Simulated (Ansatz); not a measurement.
# Si: moving Si off its site

Si, P6/mmm, a = 2.642 Å, c = 2.497 Å. This isn't the element's structure at ambient conditions. Ansatz: PBE, PAW, 420 eV, Γ-centred 12×12×12 mesh on 8 atoms, Gaussian smearing 0.15 eV; no spin polarisation.

```yaml
crystal:
  lattice:
    - [0.00000, 0.00000, 4.99382]
    - [5.28423, 0.00000, 0.00000]
    - [-2.64212, 4.57628, 0.00000]
  atoms:
    - { symbol: Si, position: [0.00000, 0.00000, 0.00000] }
    - { symbol: Si, position: [0.50000, 0.00000, 0.00000] }
    - { symbol: Si, position: [0.00000, 0.00000, 0.50000] }
    - { symbol: Si, position: [0.50000, 0.00000, 0.50000] }
    - { symbol: Si, position: [0.00000, 0.50000, 0.00000] }
    - { symbol: Si, position: [0.50000, 0.50000, 0.00000] }
    - { symbol: Si, position: [0.00000, 0.50000, 0.50000] }
    - { symbol: Si, position: [0.50000, 0.50000, 0.50000] }
```

Atom 1 (Si) moves by x along the unit vector (0.363, -0.629, -0.687), with its periodic images; all else is held. y is the free energy of the cell over the start, F the force along the path summed over the moved atoms. Symmetry makes y even in x.

```
  x (Å) y (meV) F (eV/Å)
-0.2000        ?         ?
-0.0667      9.8      0.30
 0.0000      0.0      0.00
 0.1000     22.2     -0.45
 0.1333     39.6     -0.60
 0.1667     62.6     -0.77
```

Question: Fit y = c2 x² + c4 x⁴ to the energies of the other rows, give the force constant, and predict energy and force of the missing row.

Answer: Least squares on the rows shown. y = 2194 x² + 2089 x⁴. The force constant is 2 c2 = 4.39 eV/Å² (for all images moving together, not for a lone atom). The force −dy/dx at the missing row is 0.94 eV/Å (computed 0.95). At x = -0.2000 the fit asked for gives 91.1 meV. The run gave 91.2 meV, so the fit is 0.1 meV too low, a small miss on the scale of the series.

Cost: 6 runs of about 4.3 core-minutes in all, on Intel Xeon 6975P-C (Granite Rapids) (shared hosts).